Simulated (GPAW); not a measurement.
A run of GPAW 26.7.0 is set up as follows.

run.py

```python
from ase.dft.bandgap import bandgap
from ase.io import write
from ase.spacegroup import crystal
from ase.units import GPa
from gpaw import GPAW, PW

# Te 4d
# Sn 4a
atoms = crystal(['Te', 'Sn'],
                basis=[[0.25, 0.25, 0.75],
                       [0.0, 0.0, 0.0]],
                spacegroup=216, setting=1,  # F-43m
                cellpar=[7.222292, 7.222292, 7.222292, 90.0, 90.0, 90.0],
                primitive_cell=True)

calc = GPAW(mode=PW(450),
            xc='PBE',
            kpts={'size': (5, 5, 5), 'gamma': True},
            occupations={'name': 'fermi-dirac', 'width': 0.05},
            nbands=19,
            maxiter=120,
            txt='gpaw.txt')
atoms.calc = calc
energy = atoms.get_potential_energy()
forces = atoms.get_forces()
stress = atoms.get_stress()
calc.write('gs.gpw')
write('result.traj', atoms)
print(f'Energy: {energy:.6f} eV')
print('Forces (eV/A):')
print(forces.round(4))
print('Stress (GPa):', (stress / GPa).round(3))
print('Fermi level:', round(calc.get_fermi_level(), 4), 'eV')
print(f'Gap: {bandgap(calc)[0]:.4f} eV, direct: {bandgap(calc, direct=True)[0]:.4f} eV')
```

Potentials or basis: GPAW PAW data sets (gpaw-data 1.2.1), pw.

The run is started by

```sh
$ OMP_NUM_THREADS=1 python run.py
```

Predict the pressure.

-0.7 GPa.

What does it give for the band gap on the k mesh?

0.41 eV, indirect (least direct gap 0.85 eV).

Caveat: the cutoff is short for stress and forces, so pressures can be off by a GPa or more; spin-orbit coupling is left out, which moves the levels of the heavy elements; an odd mesh through Γ misses points on the zone boundary, where band edges often lie.
